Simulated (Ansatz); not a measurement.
**MoS2 under changes of volume**

One of the cells (18.982 Å³/atom); the others are scaled copies at fixed shape and fractional positions:

```
Mo S
1.0
     3.22746    0.00000    0.00000
    -1.61373    2.79507    0.00000
     0.00000    0.00000    6.31247
Mo S
1 2
Cartesian
  0.0000 0.0000 3.1562
  1.6137 0.9317 4.7008
  0.0000 1.8634 1.6117
```

Measurements of this composition are mostly on another form, of space group No. 194.

```yaml
Program: Ansatz 0.2.0
Functional: BLYP
Dispersion: D3(BJ)
Potentials_or_basis: Ansatz PAW
Cutoff: "420 eV (not typed: the program's choice for these potentials)"
k_mesh: 9 × 9 × 4
Occupations: fermi-dirac, width 0.05 eV
Spin: no spin polarisation
```

```tsv
volume (Å³/atom)	energy over the lowest point (meV/atom)	pressure (GPa)	largest force (eV/Å)
17.843	33.00	9.5	1.741
18.222	14.57	6.1	1.347
18.602	?	?	?
18.982	0.00	0.3	0.644
19.361	2.37	-2.2	0.330
19.741	10.30	-4.4	0.039
20.120	23.22	-6.4	0.231
```

Question: What does the run at 18.602 Å³/atom give?

Answer: Energy over the lowest point 3.83 meV/atom; pressure 3.0 GPa; largest force 0.983 eV/Å.

Worked out: A Birch-Murnaghan fit of order 3 (a polynomial in V^(-2/3)) to the other rows has its minimum at 19.02 Å³/atom with B0 = V·E''(V) = 130 GPa and B' = 4.4 at fixed shape and positions, which overstates the stiffness. It gives 3.82 meV/atom at 18.602 Å³/atom, against the run's 3.83, and -dE/dV = 3.0 GPa, against 3.0.

Energies are extrapolated to zero smearing.

Caveats: the PAW data sets come from PBE, with cores solved anew for the run's functional, which leaves a small shift of forces and pressure; forces of over 1 eV/Å show positions far from the minimum, so gaps and moduli don't describe the material at rest (some runs).
